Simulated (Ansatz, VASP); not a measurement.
**C: VASP beside Ansatz**

```
C
1.0
     0.00000    1.78573    1.78573
     1.78573    0.00000    1.78573
     1.78573    1.78573    0.00000
C
2
Direct
  0.00000 0.00000 0.00000
  0.25000 0.25000 0.25000
```

Alike in both runs: functional PBE; k mesh 12 × 12 × 12; no spin polarisation.

Ansatz relaxed the structure, and its values are those at the end. VASP's run is a single point on that final structure, the one shown.

|  | VASP | Ansatz |
| --- | --- | --- |
| version | VASP 6.6.1 | Ansatz 0.2.0 |
| potentials or method | VASP PAW PBE potentials, release 64 (C) | plane waves, PAW |
| plane-wave cutoff (eV) | 520 | 420 |
| occupations | gaussian, width 0.01 eV | fixed |
| valence electrons in the cell | 8 | 8 |

|  | VASP | Ansatz | Ansatz less VASP |
| --- | --- | --- | --- |
| pressure (GPa) | 0.7 | 0.0 | -0.66 |
